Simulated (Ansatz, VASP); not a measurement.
SnTe in VASP and in Ansatz

```
Sn Te
1.0
     0.00000    3.15650    3.15650
     3.15650    0.00000    3.15650
     3.15650    3.15650    0.00000
Sn Te
1 1
Direct
  0.00000 0.00000 0.00000
  0.50000 0.50000 0.50000
```

Alike in both runs: task single point; functional PBEsol; k mesh 10 × 10 × 10; occupations gaussian, width 0.03 eV; no spin polarisation.

|  | VASP | Ansatz |
| --- | --- | --- |
| version | VASP 6.6.1 | Ansatz 0.2.0 |
| potentials or method | VASP PAW PBE potentials, release 64 (Sn_d, Te) | scalar-relativistic, plane waves, PAW |
| plane-wave cutoff (eV) | 520 | 420 |
| valence electrons in the cell | 20 | 30 |

|  | VASP | Ansatz | Ansatz less VASP |
| --- | --- | --- | --- |
| gap on the k mesh at the Fermi level (eV) | 0.13 | 0.13 | -0.001 |
| least direct gap on the mesh (eV) | 0.13 | 0.13 | -0.001 |
| pressure (GPa) | -0.5 | -0.5 | 0.00 |

The two sets of potentials don't hold the same shells in valence.

Caveats: the PAW data sets were made with another functional, which shifts forces and pressure a little (VASP); spin-orbit coupling is left out, which moves the levels of the heavy elements.
